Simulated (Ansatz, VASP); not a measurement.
Two plane-wave programs on MgS

INCAR

```
SYSTEM = MgS
PREC     = Accurate       ! precision mode
ENCUT    = 520            ! plane-wave cutoff, eV
EDIFF    = 1E-6           ! SCF threshold, eV
ISMEAR   = 0              ! smearing method
SIGMA    = 0.02           ! smearing width, eV
LREAL    = .False.        ! projectors in reciprocal space
LASPH    = .True.         ! aspherical terms in the spheres
NELM     = 100            ! most SCF steps
ALGO     = Normal         ! electronic algorithm
ISIF     = 2              ! what is computed and relaxed
LWAVE    = .False.        ! write WAVECAR
LCHARG   = .True.         ! write CHGCAR
GGA      = PE             ! functional
LELF     = .True.         ! ELF
LVHAR    = .True.       
NBANDS   = 16             ! bands
```

File KPOINTS:

```
Automatic mesh
0
Gamma
  6 6 4
  0 0 0
```

File POSCAR:

```
MgS
1.0
    4.0882425386      0.0000000000      0.0000000000
   -2.0441212693      3.5405218953      0.0000000000
    0.0000000000      0.0000000000      7.0966858459
Mg S
2 2
Direct
    0.6666666700      0.3333333300      0.5190746789
    0.3333333300      0.6666666700      1.0190746789
    0.3333333300      0.6666666700      0.3559243211
    0.6666666700      0.3333333300      0.8559243211
```

Input for Ansatz:

```yaml
crystal:
  lattice:
    - [4.0882425386, 0.0, 0.0]
    - [-2.0441212693, 3.5405218953, 0.0]
    - [0.0, 0.0, 7.0966858459]
  atoms:
    - { symbol: Mg, position: [0.66666667, 0.33333333, 0.5190746789] }
    - { symbol: Mg, position: [0.33333333, 0.66666667, 1.0190746789] }
    - { symbol: S, position: [0.33333333, 0.66666667, 0.3559243211] }
    - { symbol: S, position: [0.66666667, 0.33333333, 0.8559243211] }
basis:
  ecutwfc: 420
kpoints:
  mp_grid: { grid: [6, 6, 4] }
hamiltonian:
  xc: pbe
scf:
  occupations: { method: gaussian, width: 0.02 }
output:
  forces: true
  stress: true
  eigenvalues: true
```

Alike in both runs: task single point; functional PBE; k mesh 6 × 6 × 4; occupations gaussian, width 0.02 eV; no spin polarisation.

|  | VASP | Ansatz |
| --- | --- | --- |
| version | VASP 6.6.1 | Ansatz 0.2.0 |
| potentials or method | VASP PAW PBE potentials, release 64 (Mg, S) | scalar-relativistic, plane waves, PAW |
| plane-wave cutoff (eV) | 520 | 420 |
| valence electrons in the cell | 16 | 32 |

Ansatz gave:

* gap on the k mesh at the Fermi level (eV): 2.52
* least direct gap on the mesh (eV): 2.52
* pressure (GPa): -4.4
* largest component of the traceless stress (GPa): 0.09
* rms of the force components (eV/Å): 0.638

Question: Which values does VASP return?

Answer: gap on the k mesh at the Fermi level (eV): 2.51; least direct gap on the mesh (eV): 2.51; pressure (GPa): -4.6; largest component of the traceless stress (GPa): 0.12; rms of the force components (eV/Å): 0.637.

Atom by atom the forces differ by 0.001 eV/Å (rms over components). The two sets of potentials don't hold the same shells in valence.

Caveats: forces of over 1 eV/Å show positions far from the minimum, so gaps and moduli don't describe the material at rest.
